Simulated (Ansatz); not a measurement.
# Relaxing MgB3

Computed with Ansatz, DFT PBE, scalar-relativistic, plane waves, PAW. Cutoff 420 eV, Γ-centred k mesh, Gaussian smearing, no spin polarisation in the final step.

MgB3 was placed on the sites of a reported TmCd3 cell (Cmcm, No. 63), with Mg in place of Tm, B in place of Cd, at a guessed volume.

```yaml
crystal:
  lattice:
    - [2.60921, -3.90004, 0.00000]
    - [2.60921, 3.90004, 0.00000]
    - [0.00000, 0.00000, 3.52279]
  atoms:
    - { symbol: Mg, position: [0.63210, 0.36790, 0.25000] }
    - { symbol: Mg, position: [0.36790, 0.63210, 0.75000] }
    - { symbol: B, position: [0.17510, 0.82490, 0.25000] }
    - { symbol: B, position: [0.82490, 0.17510, 0.75000] }
    - { symbol: B, position: [0.11790, 0.30790, 0.25000] }
    - { symbol: B, position: [0.88210, 0.69210, 0.75000] }
    - { symbol: B, position: [0.30790, 0.11790, 0.75000] }
    - { symbol: B, position: [0.69210, 0.88210, 0.25000] }
```

Steps on the 4×4×6 mesh (8 atoms). 9 of 11 steps are shown, and the free energy counts from the last. Trial steps that were taken back and renewals of the plane-wave basis can be among the rows.

```
step  ΔF (meV/atom) V (Å³/atom) P (GPa) largest force component (eV/Å)
   1          646.1         8.96    -6.49                           2.187
   2          430.7         8.67    -3.27                           2.581
   3          196.4         8.79    -2.76                           2.508
   4           44.5         8.68     8.13                           0.521
   5            8.9         9.35     2.14                           0.666
   6            6.2         9.44    -2.20                           0.372
   7            3.5         9.33     0.29                           0.077
   9            0.2         9.34     0.27                           0.012
  11            0.0         9.37    -0.05                           0.030
```

The cell was then made exact in the group found at 0.06 Å. A final relaxation ran on a 12×12×12 mesh. The relaxed crystal, P6_3/mmc (No. 194):

```
Mg B
1.0
     5.12939    0.00000    0.00000
    -2.56469    4.44218    0.00000
     0.00000    0.00000    3.29448
Mg B
2 6
Direct
  0.33333 0.66667 0.75000
  0.66667 0.33333 0.25000
  0.88576 0.77152 0.75000
  0.11424 0.22848 0.25000
  0.22848 0.11424 0.75000
  0.77152 0.88576 0.25000
  0.11424 0.88576 0.25000
  0.88576 0.11424 0.75000
```

For MgB3, the volume per atom is 9.38 Å³ and the density is 2.51 g/cm³. The energy over the elements is 0.54 eV/atom. The gap on the 12×12×12 mesh is 0 eV (a metal).

Formation energies are uncorrected and refer to the elements' standard structures at the same level.

The final run used a 12×12×12 mesh on its 8-atom cell and 0.10 eV smearing. The k mesh leaves about 4 meV/atom of noise in metals.

A structure relaxed within its symmetry needn't be a true minimum.

Cost: 3 runs of about 0.85 core-minutes in all, on Intel Xeon 6975P-C (Granite Rapids) (shared hosts).